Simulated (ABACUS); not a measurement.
The system is CsBr.

```
Cs Br
1.0
     4.32562    0.00000    0.00000
     0.00000    4.32562    0.00000
     0.00000    0.00000    4.32562
Cs Br
1 1
Cartesian
  0.0000 0.0000 0.0000
  2.1628 2.1628 2.1628
```

The cell comes from a database or a generator and needn't be the stable form of this composition.

Base run:

```yaml
Program: ABACUS 3.10.1
Functional: PBE
Potentials_or_basis: PseudoDojo NC SR 0.5 PBE standard
Cutoff: 680 eV
Density_cutoff: 2721 eV
Basis: plane waves
k_mesh: 5 × 5 × 5
Occupations: fermi-dirac, width 0.05 eV
Spin: no spin polarisation
```

Its results: band gap on the k mesh 4.43 eV, direct; pressure 0.6 GPa.

Task: The run is repeated on the same cell with these changes: functional from PBE to rPW86PBE; potentials or basis from PseudoDojo NC SR 0.5 PBE standard to SG15 ONCV 1.2 PBE; cutoff from 680 eV to 816 eV; density cutoff from 2721 eV to 3265 eV. What comes out?

Result: Band gap on the k mesh 4.36 eV, direct; pressure 0.8 GPa.

Caveats: spin-orbit coupling is left out, which moves the levels of the heavy elements; the potentials were made for another functional, which shifts forces and pressure (some runs).

